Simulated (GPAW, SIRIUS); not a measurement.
**C: bulk modulus by level of theory**

**What was measured.** The bulk modulus of C (Fd-3m) is reported as 443 GPa (arxiv:1701.05631). The runs below try to reproduce it.

The structure is cubic, space group Fd-3m (No. 227). Conventional cell: a = 3.567 Å, b = 3.567 Å, c = 3.567 Å, α = 90.00°, β = 90.00°, γ = 90.00°. Around C (site symmetry -43m) lie 4 C at 1.54 Å.

| rung | level | program and potentials | cutoff (eV) | k mesh | smearing | core time | chip | bulk modulus (GPa) | miss | notes |
| --- | --- | --- | --- | --- | --- | --- | --- | --- | --- | --- |
| GGA | PBE | GPAW, PAW data sets generated for this functional | 800 | 10 × 10 × 10 | fermi-dirac 0.05 | 46 s | Intel Xeon Platinum 8488C Sapphire Rapids | 433.3 | -2.2 % | - |
| non-local van der Waals functional | vdW-DF | GPAW, GPAW PAW data sets (gpaw-data 1.2.1) | 800 | 10 × 10 × 10 | fermi-dirac 0.05 | 50 s | Intel Xeon Platinum 8488C Sapphire Rapids | 410.1 | -7.4 % | potentials made for PBE |
| GGA + dispersion | BLYP+D4 | GPAW, PAW data sets generated for this functional | 800 | 10 × 10 × 10 | fermi-dirac 0.05 | 56 s | Intel Xeon 6975P-C Granite Rapids | 425.9 | -3.9 % | - |
| GGA + dispersion | PBE+D4 | GPAW, GPAW PAW data sets (gpaw-data 1.2.1) | 800 | 10 × 10 × 10 | fermi-dirac 0.05 | 57 s | Intel Xeon 6975P-C Granite Rapids | 443.6 | +0.1 % | - |
| GGA | PBEsol | SIRIUS, PseudoDojo 0.4.1 PBEsol standard (scalar relativistic) | 1127 | 13 × 13 × 13 | fermi-dirac 0.05 | 1.7 min | Intel Xeon Platinum 8259CL Skylake/Cascade Lake | 448.9 | +1.3 % | - |

Times are single runs on shared hosts and different chips, so they are rough; meshes, cutoffs and the tasks' sizes weigh on the time. Task: equation of state. All rows: no spin polarisation. Smearing widths are in eV. The cell comes from a database and isn't always the measured one. Meshes differ between rows, which moves values too. Meshes are those of the run's cell of 2 atoms unless a note names another. Misses use the values as printed. Runs on faulty files, with rough fits or with known faults for this quantity aren't shown. No row holds spin-orbit coupling.

By rung: GGA 433.3 to 448.9; GGA + dispersion 425.9 to 443.6; non-local van der Waals functional 410.1 (GPa). Measured: 443 GPa (arxiv:1701.05631). Closest is PBE+D4 (+0.1 %), and PBE misses by -2.2 % on plain settings. The runs are for a static lattice, while measurements hold temperature and zero-point motion.
